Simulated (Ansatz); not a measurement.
**SrTiO3 (I4/mcm): spin-orbit coupling beyond the local functionals**

How far does spin-orbit coupling move the gap of SrTiO3 (I4/mcm)?

Main program and level: Ansatz 0.2.0; density functionals with and without spin-orbit coupling, plane waves, PAW.

In doubt: the elements are of a kind flagged for part-filled d or f shells, though by formal charges that shell is empty here, so the flag may not apply.

### 1. Set-up

Symmetry: I4/mcm, No. 140, tetragonal system. Conventional cell: a = 5.511 Å, b = 5.511 Å, c = 7.796 Å, α = 90.00°, β = 90.00°, γ = 90.00°. Nearest to Sr lie 12 O at 2.73 to 2.78 Å. Nearest to Ti lie 6 O at 1.95 Å. O has 2 Ti at 1.95 Å and 4 Sr at 2.76 Å nearest. Nearest to O lie 2 Ti at 1.95 Å and 4 Sr at 2.73 to 2.78 Å. Farther neighbours and most contacts between anions are not listed.

The cell and positions come from the Crystallography Open Database and are kept as given unless a step says otherwise. The default PAW set here is soft_2. Its files were made with PBE.

### 2. HSE06, 4×4×4 mesh

This step: DFT, HSE06, plane waves, PAW.

input.yaml reads:

```yaml
crystal:
  lattice:
    - [-2.7555, 2.7555, 3.898]
    - [2.7555, -2.7555, 3.898]
    - [2.7555, 2.7555, -3.898]
  atoms:
    - { symbol: Sr, position: [0.75, 0.25, 0.5] }
    - { symbol: Sr, position: [0.25, 0.75, 0.5] }
    - { symbol: Ti, position: [0.0, 0.0, 0.0] }
    - { symbol: Ti, position: [0.5, 0.5, 0.0] }
    - { symbol: O, position: [0.25, 0.25, 0.0] }
    - { symbol: O, position: [0.75, 0.75, 0.0] }
    - { symbol: O, position: [0.7451, 0.2451, 0.9902] }
    - { symbol: O, position: [0.2451, 0.2549, 0.5] }
    - { symbol: O, position: [0.2549, 0.7549, 0.0098] }
    - { symbol: O, position: [0.7549, 0.7451, 0.5] }
kpoints:
  mp_grid: { grid: [4, 4, 4] }
  band_path:
    path:
      - [0.0, 0.0, 0.0]
      - [0.0, 0.0, 0.5]
      - [0.25, 0.25, 0.25]
      - [0.0, 0.5, 0.0]
      - [0.5, 0.5, -0.5]
      - [0.37492725, 0.62507275, -0.37492725]
      - [-0.37492725, 0.37492725, 0.37492725]
      - [-0.24985449, 0.24985449, 0.5]
    npoints: 1
hamiltonian:
  xc: hse06
scf:
  occupations: { method: fixed }
  n_extra_bands: 7
output:
  eigenvalues: true
  write_density: true
  write_potential: true
  elf: true
  volumetric_format: npy
```

Run with:

```sh
$ ansatz run input.yaml --threads 3 --pin off --max-ram 92160MiB --backend cuda --events-out ev --progress --plain --runs-dir out --devices 1 --max-vram 13GiB
```

Numbers of over 12 decimals in the logs are rounded to 6 here.

Log:

```text
scf.n_extra_bands = 7 over 40 filled bands (N_el = 80.0): the run solves 47 bands
GPUs: using 1 of 1 available (devices: 1).
Engine: ansatz 0.2.0, x86_64-unknown-linux-gnu
Pseudopotentials: kind: paw
Pseudopotential: Sr, paw, valence charge 10, recommended cutoff 420 eV (normal), Sr.paw.azcp
Pseudopotential: Ti, paw, valence charge 12, recommended cutoff 420 eV (normal), Ti.paw.azcp
Pseudopotential: O, paw, valence charge 6, recommended cutoff 420 eV (normal), O.paw.azcp
Functional definition: HSE06
  parameter a = 0.25
  parameter omega = 0.11/bohr
  exchange = pbe_x - a*pbe_x_sr(omega) + a*exact_x_sr(omega)
  correlation = pbe_c
davidson cushion auto → on  (no smearing: the cushion is to keep the highest requested band from converging to the state above it; pin scf.eigensolver.cushion to override)
device memory: the entry about to start is reckoned to put 2.5 GiB on a device that reports 25.9 GiB free (of which the cap on the GPU budget leaves the run 13.0 GiB)
GPU FFT provider: cuFFT
GPU libraries: cuBLAS 13.8.2, cuFFT 12.4.0, cuSOLVER 12.3.4
Crystal: 10 atoms, lattice volume = 118.387 Å³
Basis set: ecut = 420 eV, 2277 PW (Γ)
Bands: 47, of which v1, the nominal top of the filled ones, is band 40 counted from 1 (39 counted from 0)
Symmetry: 16 space group operations
Space group: I4/mcm (ITA 140), of the structure as read, at distance tolerance 4.9e-5 Å
k-points: 13 of 64
Non-local potential: Sr, projectors of the file, l = 0: 3, l = 1: 2, l = 2: 2
Non-local potential: Ti, projectors of the file, l = 0: 3, l = 1: 2, l = 2: 3, l = 3: 1
Non-local potential: O, projectors of the file, l = 0: 2, l = 1: 2, l = 2: 1
PAW form: soft (Blöchl's): semilocal exchange-correlation on the pseudo side does not see the compensation charge
PAW frozen core: Sr, regenerated for the run's functional, and the local potential with it (the file was generated under x = pbe(κ = 0.804, μ = 0.219515), c = pbe(β = 0.066725))
PAW frozen core: Ti, regenerated for the run's functional, and the local potential with it (the file was generated under x = pbe(κ = 0.804, μ = 0.219515), c = pbe(β = 0.066725))
PAW frozen core: O, regenerated for the run's functional, and the local potential with it (the file was generated under x = pbe(κ = 0.804, μ = 0.219515), c = pbe(β = 0.066725))
PAW one-centre angular grid: Sr, 110 points (default); XC on 64 Gauss nodes
PAW one-centre angular grid: Ti, 590 points (default); XC on 64 Gauss nodes
PAW one-centre angular grid: O, 110 points (default); XC on 96 Gauss nodes
Initial density: superposition of atomic densities (neutral atoms: chi_scale 0, normalization atom), corrected by the library's trained network
Initial wavefunctions: pseudopotential atomic-orbital guess
GPU buffer pool allocated for 64000 grid points (all kernels)
[...]
Frozen-core exchange: fock
SCF iter   1: F=—  HF=-15512.397848 eV  |F-HF|=—  |Δ(HF+E_count)|=         —  Δρ=1.10e-4  dr2=1.18e-5  ethr=1.18e-6  ⟨swp⟩=3.2  Hψ=1469  notcnv=0
preconditioner: auto → none  [insulator: Δε(μ)=3.363 eV  Ē_g=13.582 eV  n_scr=26 (ndim 8)  ℏωp=26.4 eV  f_vac=0.001]
iter 2 solved again at ethr=6.20e-10 eV; its pass at ethr=1.38e-8 eV (dr2=4.96e-7 eV) is discarded
SCF iter   2: F=—  HF=-15512.397846 eV  |F-HF|=—  |Δ(HF+E_count)|=   1.68e-6  Δρ=3.27e-5  dr2=8.76e-7  ethr=6.20e-10  ⟨swp⟩=3.5  Hψ=3257  notcnv=0
SCF iter   3: F=—  HF=-15512.397851 eV  |F-HF|=—  |Δ(HF+E_count)|=   4.57e-6  Δρ=2.06e-5  dr2=3.12e-7  ethr=6.20e-10  ⟨swp⟩=5.0  Hψ=2034  notcnv=0
SCF iter   4: F=—  HF=-15512.397851 eV  |F-HF|=—  |Δ(HF+E_count)|=   6.02e-8  Δρ=1.33e-5  dr2=1.96e-7  ethr=3.79e-10  ⟨swp⟩=4.0  Hψ=1951  notcnv=0
SCF iter   5: F=-15512.397851 eV  HF=-15512.397851 eV  |F-HF|=6.80e-9  |Δ(HF+E_count)|=   4.89e-8  Δρ=3.55e-6  dr2=2.55e-8  ethr=2.34e-10  ⟨swp⟩=3.2  Hψ=1512  notcnv=0
SCF 3 converged in 5 iterations: F = -15512.397851 eV  dr2 = 2.55e-8
hybrid outer 2: dexx = +5.137e-6 eV, tail = 1.14e-7 eV, Δε = 3.70e-3 eV (about 1.06e-4 eV left of the loop's levels)
device memory: the entry about to start is reckoned to put 0.9 GiB on a device that reports 32.5 GiB free (of which the cap on the GPU budget leaves the run 13.0 GiB)
NSCF: frozen V_eff on 8 k-points
hybrid SCF converged: 2 outer / 11 inner (+3 warm-up), last move |dexx| = 5.14e-6 eV, tail = 1.14e-7 eV
Stability not checked: this state was not tested for a lower state beside it, because the functional holds exact exchange (a hybrid, or Hartree-Fock), whose exchange loop this test does not read (fock_operator; see scf.lower_state_search)
Free energy (F): -15512.397851 eV
Frozen-core exchange: fock
Harris-Foulkes:  -15512.397851 eV  (|F-HF|=6.80e-9)
Internal energy: -15512.397851 eV  (E = F + TS)
E sigma→0 (E₀):  -15512.397851 eV
Fermi energy:    9.047695 eV
--- Per-component energies (eV) ---
  E_band       = -575.833284
  E_kinetic    = 2102.194093
  E_local      = -4727.247167  (includes V_loc(G=0)·N_el)
  E_nonlocal   = 681.821024
  E_hartree    = 1650.022890
  E_xc         = -797.025377
  E_vxc        = -913.014728  (∫ρ·V_xc dr)
  E_exx        = -243.679313  (= α·E_x^exact, valence–valence)
  E_paw        = -8382.787613  (= ΣΔE_a)
  E_vpaw       = -532.284966  (= ΣTr[D̂ρ^β])
  E_aug_tail   = 0.015117  (compensation charges beyond the density's cutoff)
  E_ewald      = -5794.463639
  E_core_change = -1.247866  (= ΣΔE_core)
  E_smearing   = -0.000000  (= −TS)
  E_closure    = -0.000000  (closes the sum)
  Σ components = -15512.397851   (vs F -15512.397851, Δ=-1.82e-12)
--- Band table (eV; the first three rows and the last of 13) ---
  k-point 0: bands = [... 36 lower, 8.6805, 9.0412, 9.0477, 9.0477, 12.4072, 12.4072, 12.4082, 14.8512, ... 3 higher]
  k-point 1: bands = [... 36 lower, 8.3352, 8.4163, 8.4164, 9.0048, 12.4982, 13.5425, 13.5437, 14.8397, ... 3 higher]
  k-point 2: bands = [... 36 lower, 7.3588, 8.2592, 8.2595, 8.9622, 12.5942, 14.5399, 14.5411, 14.5535, ... 3 higher]
  k-point 12: bands = [... 36 lower, 7.3532, 8.2618, 8.2618, 8.9609, 12.5958, 14.5228, 14.5228, 14.5800, ... 3 higher]
```

Wall time 49 s (1 × NVIDIA H100 80GB HBM3 (shared by 6 runs) with 3 threads of AMD EPYC 7R13 (Zen 3), shared host); peak memory 1.4 GiB.

Reading the cycles: dr2 is the Hartree energy of the density residual (eV), the measure of convergence; HF is the Harris–Foulkes estimate of the energy, which meets the free energy F at convergence.

Numbers from this step:

```
gap                     : 3.359 eV
valence top at          : Γ
conduction bottom at    : Γ
least direct gap        : 3.359 eV
exact-exchange fraction : 0.25
```

The gap is direct, at Γ.

### 3. HSE06+SOC, 4×4×4 mesh

Spin-orbit coupling can split or shift the edges; a non-collinear run measures by how much.

This step: DFT, HSE06 with spin-orbit coupling, plane waves, PAW.

Changes to input.yaml since step 2:

```diff
@@ -33,8 +33,7 @@
   occupations: { method: fixed }
-  n_extra_bands: 7
+  n_extra_bands: 14
+magnetization:
+  noncollinear: true
+  spin_orbit: true
 output:
   eigenvalues: true
-  write_density: true
-  write_potential: true
-  elf: true
-  volumetric_format: npy
```

Log:

```text
[...]
GPUs: using 1 of 1 available (devices: 1).
[...]
non-collinear run that drives no moment, with spin-orbit: no starting moment large enough to seed its density (crystal.atoms[].spin), no starting occupations that ask for one, no magnetisation constraint and no magnetic field, so the semilocal B_xc is pinned to zero
[...]
GPU FFT provider: cuFFT
GPU libraries: cuBLAS 13.8.2, cuFFT 12.4.0, cuSOLVER 12.3.4
Crystal: 10 atoms, lattice volume = 118.387 Å³
Basis set: ecut = 420 eV, 2277 PW (Γ)
Bands: 94, of which v1, the nominal top of the filled ones, is band 80 counted from 1 (79 counted from 0)
Symmetry: 16 space group operations + 16 with time reversal
[...]
k-points: 13 of 64
Projection manifold: j_resolved (fully-relativistic pseudo-atomic orbitals)
[...]
GPU buffer pool allocated for 64000 grid points (all kernels)
[...]
SCF iter   1: F=—  HF=-15510.295103 eV  |F-HF|=—  |Δ(HF+E_count)|=         —  Δρ=4.82e-2  dr2=2.53e0  dr2_m=0.00e0 (ungated)  ethr=1.00e-1  |M|=0.00e0 ∫|m|=0.00e0 μB  |m|>n=0.0e0 m-floor=0.0e0 τ_xc=0.0e0  β_m=0.30  ⟨swp⟩=3.2  Hψ=4509  notcnv=0
[...]
SCF iter   7: F=-15510.297141 eV  HF=-15510.297239 eV  |F-HF|=9.80e-5  |Δ(HF+E_count)|=   1.77e-5  Δρ=3.49e-4  dr2=1.23e-4  dr2_m=0.00e0 (ungated)  ethr=5.09e-7  |M|=0.00e0 ∫|m|=0.00e0 μB  |m|>n=0.0e0 m-floor=0.0e0 τ_xc=0.0e0  ⟨swp⟩=4.5  Hψ=3603  notcnv=0
SCF 1 stopped early in 7 iterations: F = -15510.297141 eV  dr2 = 1.23e-4
[...]
GPU FFT provider: cuFFT
GPU libraries: cuBLAS 13.8.2, cuFFT 12.4.0, cuSOLVER 12.3.4
Projection manifold: j_resolved (fully-relativistic pseudo-atomic orbitals)
[...]
GPU buffer pool allocated for 64000 grid points (all kernels)
[...]
Frozen-core exchange: fock
SCF iter   1: F=—  HF=-15510.699902 eV  |F-HF|=—  |Δ(HF+E_count)|=         —  Δρ=2.62e-2  dr2=1.20e0  dr2_m=0.00e0 (ungated)  ethr=1.53e-6  |M|=0.00e0 ∫|m|=0.00e0 μB  |m|>n=0.0e0 m-floor=0.0e0 τ_xc=0.0e0  β_m=0.30  ⟨swp⟩=8.4  Hψ=7081  notcnv=0
[...]
SCF iter   6: F=-15510.422412 eV  HF=-15510.422427 eV  |F-HF|=1.43e-5  |Δ(HF+E_count)|=   2.64e-4  Δρ=2.65e-4  dr2=4.85e-5  dr2_m=0.00e0 (ungated)  ethr=1.17e-6  |M|=0.00e0 ∫|m|=0.00e0 μB  |m|>n=0.0e0 m-floor=0.0e0 τ_xc=0.0e0  ⟨swp⟩=3.1  Hψ=2931  notcnv=0
SCF 2 stopped early in 6 iterations: F = -15510.422412 eV  dr2 = 4.85e-5
[...]
hybrid outer 1: dexx = +6.383e-2 eV, tail = 2.75e-4 eV
GPU FFT provider: cuFFT
GPU libraries: cuBLAS 13.8.2, cuFFT 12.4.0, cuSOLVER 12.3.4
Projection manifold: j_resolved (fully-relativistic pseudo-atomic orbitals)
GPU buffer pool allocated for 64000 grid points (all kernels)
[...]
Frozen-core exchange: fock
SCF iter   1: F=—  HF=-15510.421016 eV  |F-HF|=—  |Δ(HF+E_count)|=         —  Δρ=1.95e-4  dr2=2.99e-5  dr2_m=0.00e0 (ungated)  ethr=1.72e-6  |M|=0.00e0 ∫|m|=0.00e0 μB  |m|>n=0.0e0 m-floor=0.0e0 τ_xc=0.0e0  β_m=0.30  ⟨swp⟩=3.1  Hψ=2859  notcnv=0
[...]
SCF iter   5: F=-15510.421021 eV  HF=-15510.421021 eV  |F-HF|=4.84e-9  |Δ(HF+E_count)|=   1.96e-7  Δρ=4.59e-6  dr2=2.86e-8  dr2_m=0.00e0 (ungated)  ethr=1.10e-11  |M|=0.00e0 ∫|m|=0.00e0 μB  |m|>n=0.0e0 m-floor=0.0e0 τ_xc=0.0e0  ⟨swp⟩=4.1  Hψ=6489  notcnv=0
SCF 3 converged in 5 iterations: F = -15510.421021 eV  dr2 = 2.86e-8
[...]
NSCF: frozen V_eff on 8 k-points
[...]
Magnetization: |M| = 0.0000 μB,  M = (+0.0000, +0.0000, +0.0000) μB
Absolute magnetization: 0.0000 μB (∫|m|)
  site 0: m = (+0.0000, +0.0000, +0.0000) μB, |m| = 0.0000 μB  (R = 1.13 Å)
  site 1: m = (+0.0000, +0.0000, +0.0000) μB, |m| = 0.0000 μB  (R = 1.13 Å)
  site 2: m = (+0.0000, +0.0000, +0.0000) μB, |m| = 0.0000 μB  (R = 0.80 Å)
  site 3: m = (+0.0000, +0.0000, +0.0000) μB, |m| = 0.0000 μB  (R = 0.80 Å)
  site 4: m = (+0.0000, +0.0000, +0.0000) μB, |m| = 0.0000 μB  (R = 0.80 Å)
  site 5: m = (+0.0000, +0.0000, +0.0000) μB, |m| = 0.0000 μB  (R = 0.80 Å)
  site 6: m = (+0.0000, +0.0000, +0.0000) μB, |m| = 0.0000 μB  (R = 0.80 Å)
  site 7: m = (+0.0000, +0.0000, +0.0000) μB, |m| = 0.0000 μB  (R = 0.80 Å)
  site 8: m = (+0.0000, +0.0000, +0.0000) μB, |m| = 0.0000 μB  (R = 0.80 Å)
  site 9: m = (+0.0000, +0.0000, +0.0000) μB, |m| = 0.0000 μB  (R = 0.80 Å)
Free energy (F): -15510.421021 eV
Frozen-core exchange: fock
[...]
Internal energy: -15510.421021 eV  (E = F + TS)
E sigma→0 (E₀):  -15510.421021 eV
Fermi energy:    9.055163 eV
[...]
--- Band table (eV; the first three rows and the last of 13) ---
  k-point 0: bands = [... 76 lower, 9.0513, 9.0513, 9.0552, 9.0552, 12.3982, 12.3982, 12.3989, 12.3989, ... 10 higher]
  k-point 1: bands = [... 76 lower, 8.4403, 8.4403, 9.0052, 9.0052, 12.4983, 12.4983, 13.5324, 13.5324, ... 10 higher]
  k-point 2: bands = [... 76 lower, 8.2810, 8.2810, 8.9625, 8.9625, 12.5943, 12.5943, 14.5279, 14.5279, ... 10 higher]
  k-point 12: bands = [... 76 lower, 8.2834, 8.2834, 8.9613, 8.9613, 12.5959, 12.5959, 14.5113, 14.5113, ... 10 higher]
```

It took 2.4 min on 1 × NVIDIA H100 80GB HBM3 (shared by 6 runs) with 3 threads; peak memory 2.8 GiB.

Numbers from this step:

| Property | Result |
| --- | --- |
| gap | 3.343 eV |
| valence top at | Γ |
| conduction bottom at | Γ |
| least direct gap | 3.343 eV |
| exact-exchange fraction | 0.25 |

The gap stands −0.02 eV against HSE06.

### 4. Together

Times are wall times on 1 × NVIDIA H100 80GB HBM3 (shared by 6 runs) with 3 threads of AMD EPYC 7R13 (Zen 3), shared host, good to a factor of about two.

```
level  gap (eV)  with coupling (eV)  change (eV)  time  with coupling
HSE06      3.36                3.34        −0.02  49 s        2.4 min
```

### 5. Summary of results

```json
{
 "HSE06": "3.36 eV",
 "HSE06+SOC": "3.34 eV"
}
```

What this shows: Spin-orbit coupling changes the gap by −0.02 eV and the least direct gap by −0.02 eV.

[Paths, hosts, dates, memory and timing lines, banners, echoed tables and standing remarks are left out of the program output.]

[Logs are printed without paths, hosts, clocks, repeated set-up lines and the standing remarks that a program may print on its own settings, such as how far it seeks lower states.]

[Runs of the session that timed out or met a known fault of the program may be left out.]

[Cells called generated may have been cut or substituted from an entry of the Crystallography Open Database or the Materials Project.]

[Hosts, paths, dates, database ids (printed as entryN), source tags and the programs' standing remarks are cut or masked in the printed files.]
